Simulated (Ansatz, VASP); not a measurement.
# Two plane-wave programs on SiC

```xyz
4
Lattice="3.0754 0.0000 0.0000 -1.5377 2.6633 0.0000 0.0000 0.0000 5.0481" Properties=species:S:1:pos:R:3 pbc="T T T"
Si    0.0000    1.7756   -0.0021
Si    1.5377    0.8878    2.5220
C     0.0000    1.7756    1.8951
C     1.5377    0.8878    4.4192
```

The cell was built by a generator and needn't be a form met in nature.

Alike in both runs: task single point; functional PBE; k mesh 12 × 12 × 6; occupations fermi-dirac, width 0.02 eV; no spin polarisation.

|  | VASP | Ansatz |
| --- | --- | --- |
| version | VASP 6.6.1 | Ansatz 0.2.0 |
| potentials or method | VASP PAW PBE potentials, release 64 (Si, C) | plane waves, PAW |
| plane-wave cutoff (eV) | 520 | 420 |
| valence electrons in the cell | 16 | 16 |

```csv
,VASP,Ansatz,Ansatz less VASP
gap on the k mesh at the Fermi level (eV),2.27,2.28,+0.004
pressure (GPa),3.5,3.5,+0.05
largest component of the traceless stress (GPa),0.12,0.13,+0.009
```

A k mesh can miss the band edges. PBE gaps usually lie below the measured ones, often by a third to a half.
